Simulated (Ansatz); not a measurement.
# Li: strong compression

One table from this session's results is given with a row withheld; the runs are named, their logs left out.

Program: Ansatz 0.2.0. Level of theory: DFT, PBE, PAW with Ansatz's default frozen-core files, scalar-relativistic. These are calculated values, not measurements.

## The system as given

It takes space group P6_3/mmc (No. 194, hexagonal). Conventional cell: a = 3.065 Å, b = 3.065 Å, c = 4.965 Å, α = 90.00°, β = 90.00°, γ = 120.00°. Li (site symmetry -6m2) has 12 Li at 3.05 to 3.06 Å in its first shell of neighbours.

As a file:

```xyz
2
Lattice="3.0646 0.0000 0.0000 -1.5323 2.6541 0.0000 0.0000 0.0000 4.9647" Properties=species:S:1:pos:R:3 pbc="T T T"
Li    0.0000    1.7694    1.2412
Li    1.5323    0.8847    3.7235
```

Whether this phase is the stable one at these pressures isn't tested.

Atoms are numbered in the order of the input: Li1, Li2.

The first run:

input.yaml

```yaml
crystal:
  lattice:
    - [3.0646488937, 0.0, 0.0]
    - [-1.5323244468, 2.6540637956, 0.0]
    - [0.0, 0.0, 4.9647312077]
  atoms:
    - { symbol: Li, position: [0.3333333333, 0.6666666667, 0.25] }
    - { symbol: Li, position: [0.6666666667, 0.3333333333, 0.75] }
kpoints:
  mp_grid: { grid: [14, 14, 8] }
scf:
  occupations: { method: fermi_dirac, width: 0.1 }
hamiltonian:
  xc: pbe
  pseudopotentials: { kind: paw }
output:
  forces: true
  stress: true
  write_density: true
  write_potential: true
  elf: true
  volumetric_format: npy
relax:
  f_tol: 0.005
  max_steps: 40
  cell: {}
```

Started as:

```sh
$ ansatz run input.yaml --threads 1 --pin off --max-ram 2048MiB --backend cpu --events-out ev --progress --plain --runs-dir out
```

Steps of the session up to this table: Cell relaxed at zero pressure, PAW; Volume scaled by 1, PAW; Shape and atoms relaxed at 0.88 of the volume, PAW; Volume scaled by 0.88, PAW; Shape and atoms relaxed at 0.78 of the volume, PAW; Volume scaled by 0.78, PAW; Shape and atoms relaxed at 0.68 of the volume, PAW; Volume scaled by 0.68, PAW; Shape and atoms relaxed at 0.58 of the volume, PAW; Volume scaled by 0.58, PAW; Shape and atoms relaxed at 0.5 of the volume, PAW; Volume scaled by 0.5, PAW; Shape and atoms relaxed at 0.43 of the volume, PAW; Volume scaled by 0.43, PAW; Volume scaled by 0.43, PAW (cutoff 800 eV).

One of the session's tables, all rows but one given; the rest of the session is left out.

| method | volume over the first | volume (Å³/atom) | pressure (GPa) |
| --- | --- | --- | --- |
| PAW | 1 | 20.252 | 0.00 |
| PAW | 0.88 | 17.822 | 2.18 |
| PAW | 0.78 | ? | ? |
| PAW | 0.68 | 13.771 | 10.14 |
| PAW | 0.58 | 11.746 | 18.70 |
| PAW | 0.5 | 10.126 | 30.54 |
| PAW | 0.43 | 8.708 | 47.95 |
| PAW (cutoff 800 eV) | 0.43 | 8.708 | 47.96 |

Q: Estimate the row for PAW, 0.78 from the others.

As computed: volume (Å³/atom): 15.796; pressure (GPa): 5.19. In the column «volume (Å³/atom)» it lies between PAW, 0.68 (13.771) and PAW, 0.88 (17.822).
